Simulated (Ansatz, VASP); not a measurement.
**GdN: VASP beside Ansatz**

INCAR

```
ALGO = Normal
EDIFF = 1E-6
ENCUT = 520
GGA = PE
ISIF = 2
ISMEAR = 0
ISPIN = 2
LASPH = T
LCHARG = F
LDAU = T
LDAUJ = 0 0
LDAUL = 3 -1
LDAUPRINT = 1
LDAUTYPE = 2
LDAUU = 6 0
LMAXMIX = 6
LORBIT = 11
LREAL = F
LWAVE = F
MAGMOM = 7.63 -0.16
NBANDS = 22
NELM = 150
PREC = Accurate
SIGMA = 0.05
```

Contents of KPOINTS:

```
k-points
0
Gamma
  10 10 10
```

File POSCAR:

```
GdN
1.0
    0.0000000000      2.5028282330      2.5028282330
    2.5028282330      0.0000000000      2.5028282330
    2.5028282330      2.5028282330      0.0000000000
Gd N
1 1
Direct
    0.0000000000      0.0000000000      0.0000000000
    0.5000000000      0.5000000000      0.5000000000
```

Input for Ansatz:

```yaml
crystal:
  lattice:
    - [0.0, 2.502828233, 2.502828233]
    - [2.502828233, 0.0, 2.502828233]
    - [2.502828233, 2.502828233, 0.0]
  atoms:
    - { symbol: Gd, position: [0.0, 0.0, 0.0], spin: 7.63 }
    - { symbol: "N", position: [0.5, 0.5, 0.5] }
basis:
  ecutwfc: 420
  ecutrho_ratio: 4
kpoints:
  mp_grid: { grid: [10, 10, 10] }
hamiltonian:
  xc: pbe
  hubbard:
    sites:
      - { species: Gd, l: f, u_eff: 6.0, starting_ns: start.occupation_matrices }
    ns_hold: { iters: 6 }
scf:
  occupations: { method: gaussian, width: 0.05 }
  lower_state_search: "off"
output:
  forces: true
  stress: true
  eigenvalues: true
  populations: true
  hubbard: { sites: [{ species: Gd, l: f }] }
magnetization:
  spin_polarized: true
```

Alike in both runs: task single point; functional PBE; k mesh 10 × 10 × 10; occupations gaussian, width 0.05 eV; collinear spin; Hubbard terms Gd f U = 6.0 eV.

|  | VASP | Ansatz |
| --- | --- | --- |
| version | VASP 6.6.1 | Ansatz 0.2.0 |
| potentials or method | VASP PAW PBE potentials, release 64 (Gd, N) | scalar-relativistic, plane waves, PAW |
| plane-wave cutoff (eV) | 520 | 420 |
| valence electrons in the cell | 23 | 23 |

Ansatz gave:

| Item | Value |
| --- | --- |
| gap on the k mesh at the Fermi level (eV) | none |
| pressure (GPa) | -0.3 |
| net moment per atom (μB) | 3.50 |
| size of the moment on the site where the two differ most (μB) | 6.94 |

Problem. Estimate VASP's values.

Solution. gap on the k mesh at the Fermi level (eV): none; pressure (GPa): 0.0; net moment per atom (μB): 3.50; size of the moment on the site where the two differ most (μB): 6.87.

Site moments also hang on the region over which each program counts them. The programs project onto different local orbitals, so the same U acts differently. A gap of «none» marks a metal or a gap that the smearing closes. Ansatz warned: «filled_band_counts_differ_across_k_points».

Caveats: spin-orbit coupling is left out, which moves the levels of the heavy elements; a cell with one magnetic atom can't hold antiferromagnetic order, which such compounds often take. The state reached can hang on the start; a lower one may exist.
